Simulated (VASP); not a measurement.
Input of a VASP 6.6.1 run:

File INCAR:

```
  PREC = Accurate
  ENCUT = 700
  EDIFF = 1E-7
  ISMEAR = 0
  SIGMA = 0.05
  LREAL = F
  LASPH = T
  NELM = 60
  ALGO = Fast
  ISIF = 2
  LWAVE = F
  LCHARG = F
  LDIPOL = T
  IDIPOL = 3
  DIPOL = 0.5 0.5 0.500
  GGA = PE
  LVHAR = T
  LVACPOTAV = T
```

KPOINTS

```
Automatic mesh
0
Gamma
  18 18 1
```

The input POSCAR:

```
WSe2                                    
1.0
    3.3222546888      0.0000000002     -0.0000000000
   -1.6611273393      2.8771569606      0.0000000000
   -0.0000000000      0.0000000000     21.2687574383
  W               Se            
     1     2
Direct
     0.6666666699999979    0.3333333300000021    0.5000080266473645
     0.3333333300000021    0.6666666699999979    0.5789981426509797
     0.3333333300000021    0.6666666699999979    0.4210178984016524
```

Potentials or basis: VASP PAW PBE potentials, release 64 (W_sv, Se).

Run with:

```console
$ cat potpaw_PBE.64/W_sv/POTCAR potpaw_PBE.64/Se/POTCAR > POTCAR
$ mpirun -np 1 vasp_std > vasp.out
```

(1) Estimate the ionisation potential of the upper face.

(2) What does it give for the band gap on the k mesh?

Answers

(1) 5.09 eV.

(2) 1.54 eV, direct.

Caveat: spin-orbit coupling is left out, which moves the levels of the heavy elements.
